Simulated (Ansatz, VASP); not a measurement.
**Two plane-wave programs on B**

```xyz
3
Lattice="3.4246 0.0000 0.0000 -1.7123 2.9657 0.0000 0.0000 0.0000 2.2676" Properties=species:S:1:pos:R:3 pbc="T T T"
B     0.8563    1.4832    0.0000
B    -0.0004    2.9657    0.0000
B    -0.8559    1.4825    0.0000
```

Alike in both runs: functional PBE; k mesh 6 × 6 × 6; occupations gaussian, width 0.1 eV; no spin polarisation.

Ansatz relaxed the structure, and its values are those at the end. VASP's run is a single point on that final structure, the one shown.

|  | VASP | Ansatz |
| --- | --- | --- |
| version | VASP 6.6.1 | Ansatz 0.2.0 |
| potentials or method | VASP PAW PBE potentials, release 64 (B) | scalar-relativistic, plane waves, PAW |
| plane-wave cutoff (eV) | 520 | 420 |
| valence electrons in the cell | 9 | 9 |

|  | VASP | Ansatz | Ansatz less VASP |
| --- | --- | --- | --- |
| gap on the k mesh at the Fermi level (eV) | none | none | - |
| pressure (GPa) | 0.1 | 0.2 | +0.03 |

A gap of «none» marks a metal or a gap that the smearing closes.

Caveats: the k mesh is coarse (spacing up to 0.46 Å⁻¹), so the values aren't converged.
